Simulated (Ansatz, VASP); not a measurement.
## SrO in VASP and in Ansatz

```
CELL_PARAMETERS angstrom
0.00000 2.63404 2.56980
2.63404 0.00000 2.56980
2.63404 2.63404 0.00000
ATOMIC_POSITIONS crystal
Sr 0.00000 0.00000 0.00000
O 0.50000 0.50000 0.50000
```

Change from the starting cell: strain +0.025 along x and y, +0.000 along z, atoms carried along.

Alike in both runs: task single point; functional LDA; k mesh 8 × 8 × 8; occupations gaussian, width 0.05 eV; no spin polarisation.

```csv
,VASP,Ansatz
version,VASP 6.6.1,Ansatz 0.2.0
potentials or method,"VASP PAW LDA potentials, release 64 (Sr_sv, O)","scalar-relativistic, plane waves, PAW"
plane-wave cutoff (eV),520,420
valence electrons in the cell,16,16
```

Ansatz gave:

- gap on the k mesh at the Fermi level (eV): 3.07
- least direct gap on the mesh (eV): 3.26
- pressure (GPa): -7.8
- largest component of the traceless stress (GPa): 1.51

Problem. What did VASP give for the same quantities?

Solution. gap on the k mesh at the Fermi level (eV): 3.02; least direct gap on the mesh (eV): 3.21; pressure (GPa): -7.3; largest component of the traceless stress (GPa): 1.63.

A k mesh can miss the band edges.
